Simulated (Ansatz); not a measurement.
## PbI2 (CdI2 type): G0W0 against its settings

PbI2 (CdI2 type), relaxed with r2SCAN+rVV10; one-shot G0W0 in Ansatz without spin-orbit coupling. (Simulation; spin polarisation is off.)

```cif
data_structure
_symmetry_space_group_name_H-M 'P-3m1'
_symmetry_Int_Tables_number 164
_cell_length_a 4.5641
_cell_length_b 4.5641
_cell_length_c 7.0475
_cell_angle_alpha 90.000
_cell_angle_beta 90.000
_cell_angle_gamma 120.000
_cell_volume 127.14
loop_
_atom_site_label
_atom_site_type_symbol
_atom_site_symmetry_multiplicity
_atom_site_Wyckoff_symbol
_atom_site_fract_x
_atom_site_fract_y
_atom_site_fract_z
_atom_site_occupancy
Pb1 Pb 1 a 0.00000 0.00000 0.00000 1
I1 I 2 d 0.33333 0.66667 0.26671 1
```

Gaps are read over the mesh points alone. G0W0 values are finite-basis, finite-mesh values.
```
 start       potentials      frequency model   mesh  empty bands  screening cutoff (eV)  Kohn-Sham gap (eV)  G0W0 gap (eV)
   PBE              PAW  contour deformation  6×6×2          288                    100                2.23           3.12
   PBE              PAW  contour deformation  6×6×2          697                    180                2.23           3.22
   PBE              PAW  contour deformation  6×6×2         1352                    260                2.23           3.26
 HSE06              PAW  contour deformation  6×6×2          697                    180                2.93           3.56
r2SCAN              PAW  contour deformation  6×6×2          697                    180                2.63           3.46
  PBE0              PAW  contour deformation  6×6×2          697                    180                3.57           3.75
   PBE              PAW     Godby-Needs pole  6×6×2          697                    180                2.23           3.18
   PBE              PAW  contour deformation  6×6×4          206                     80                2.23           3.08
   PBE  norm-conserving  contour deformation  6×6×2          697                    180                2.23           3.10
```

Over the mesh points the PBE gap of 2.23 eV becomes a quasiparticle gap of 3.26 eV (direct at A), a change of +1.03 eV. Renormalisation factors Z lie between 0.74 and 0.80.

Raising bands and cutoff together moves the gap by +0.10 eV (100 to 180 eV), then +0.04 eV (180 to 260 eV); the last step is still large, so the basis limit isn't reached. Starting from HSE06 (2.93 eV against PBE's 2.23 eV) gives 3.56 eV, +0.34 eV from G0W0@PBE at the same screening cutoff. Starting from r2SCAN (2.63 eV against PBE's 2.23 eV) gives 3.46 eV, +0.24 eV from G0W0@PBE at the same screening cutoff. Starting from PBE0 (3.57 eV against PBE's 2.23 eV) gives 3.75 eV, +0.53 eV from G0W0@PBE at the same screening cutoff. The Godby-Needs plasmon pole differs from contour deformation by -0.04 eV. Norm-conserving potentials (wave cutoff 952 eV against 420 eV) shift the quasiparticle gap by -0.12 eV and the PBE gap by 0.00 eV. r2SCAN runs take a wave cutoff of 500 eV.

The program warns that the k mesh is coarse for exact exchange in some of these runs, so their gaps aren't converged.
